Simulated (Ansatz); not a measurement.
# PbTe: the cost of one run

Method: DFT PBE, scalar-relativistic, plane waves, PAW, in Ansatz 0.2.0.

2 further runs of the same task are left out: 2 that didn't finish.

## Step 1: The system as given

Symmetry: Pm-3m, No. 221, cubic system. Conventional cell: a = 4.000 Å, b = 4.000 Å, c = 4.000 Å, α = 90.00°, β = 90.00°, γ = 90.00°. Pb (site symmetry m-3m) has 8 Te at 3.46 Å as nearest neighbours. Around Te (site symmetry m-3m) lie 8 Pb at 3.46 Å.

As a file:

```cif
data_structure
_symmetry_space_group_name_H-M 'P 1'
_symmetry_Int_Tables_number 1
_cell_length_a 4.0001
_cell_length_b 4.0001
_cell_length_c 4.0001
_cell_angle_alpha 90.000
_cell_angle_beta 90.000
_cell_angle_gamma 90.000
_cell_volume 64.00
loop_
_atom_site_label
_atom_site_type_symbol
_atom_site_fract_x
_atom_site_fract_y
_atom_site_fract_z
_atom_site_occupancy
Pb1 Pb 0.00000 0.00000 0.00000 1
Te1 Te 0.50000 0.50000 0.50000 1
```

## Step 2: At the starting volume

Input file input.yaml:

```yaml
crystal:
  lattice:
    - [4.000067417, 0.0, 0.0]
    - [0.0, 4.000067417, 0.0]
    - [0.0, 0.0, 4.000067417]
  atoms:
    - { symbol: Pb, position: [0.0, 0.0, 0.0] }
    - { symbol: Te, position: [0.5, 0.5, 0.5] }
basis:
  ecutwfc: 420
  ecutrho_ratio: 4
kpoints:
  mp_grid: { grid: [8, 8, 8] }
hamiltonian:
  xc: pbe
scf:
  occupations: { method: gaussian, width: 0.05 }
output:
  forces: true
  stress: true
  eigenvalues: true
```

Launch:

```sh
$ ansatz run input.yaml --threads 2 --pin off --max-ram 2662MiB --backend cpu --events-out ev --progress --plain --runs-dir out
```

**Question.** How long does this run take on 2 threads of Arm Neoverse V2, shared host, and how much memory does it need?

About 1.2 s, with a peak of 0.34 GiB.
